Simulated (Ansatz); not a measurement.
The system is Cu.

```
Cu
1.0
    -0.00443    1.78843    1.83853
     1.82291   -0.01749    1.85160
     1.78282    1.76140    0.02260
Cu
1
Direct
  0.00000 0.00000 0.00000
```

The cell isn't the ideal one: cell sheared at random, sigma 0.01, atoms nudged by 0.01 Å.

- Program: Ansatz 0.2.0
- Task: relaxation of cell and atoms
- Functional: B3LYP
- Potentials or basis: Ansatz PAW
- Cutoff: 420 eV (not typed: the program's choice for these potentials)
- k mesh: 7 × 6 × 7
- Occupations: fermi-dirac, width 0.05 eV
- Spin: no spin polarisation

At the start: volume 11.81 Å³/atom.

Problem. How do energy, volume and symmetry change on relaxing?

Solution. It ends after 11 steps and the volume is 12.57 Å³/atom (+6.4 %); space group C2/m (No. 12, to 0.05 Å).

The path:
| step | energy change (eV) | largest force (eV/Å) | volume (Å³) |
| --- | --- | --- | --- |
| 1 | 0.0000 | 0.0000 | 11.81 |
| 2 | -0.0147 | 0.0000 | 12.14 |
| 3 | -0.0212 | 0.0000 | 12.52 |
| 4 | -0.0219 | 0.0000 | 12.58 |
| 5 | -0.0227 | 0.0000 | 12.54 |
| 6 | -0.0229 | 0.0000 | 12.57 |
| 7 | -0.0229 | 0.0000 | 12.57 |
| 8 | -0.0229 | 0.0000 | 12.58 |
| 9 | -0.0235 | 0.0000 | 12.58 |
| 10 | -0.0235 | 0.0000 | 12.57 |
| 11 | -0.0235 | 0.0000 | 12.57 |

Final structure:
```cif
data_structure
_symmetry_space_group_name_H-M 'P 1'
_symmetry_Int_Tables_number 1
_cell_length_a 2.5971
_cell_length_b 2.5987
_cell_length_c 2.6014
_cell_angle_alpha 61.081
_cell_angle_beta 59.381
_cell_angle_gamma 61.238
_cell_volume 12.57
loop_
_atom_site_label
_atom_site_type_symbol
_atom_site_fract_x
_atom_site_fract_y
_atom_site_fract_z
_atom_site_occupancy
Cu1 Cu 0.00000 0.00000 0.00000 1
```

Caveat: the k mesh is coarse (spacing up to 0.50 Å⁻¹), so the values aren't converged, least of all with exact exchange; the plane-wave basis is chosen anew once the cell has moved, so the energies of steps on either side of that aren't comparable; the PAW data sets come from PBE, with cores solved anew for the run's functional, which leaves a small shift of forces and pressure.
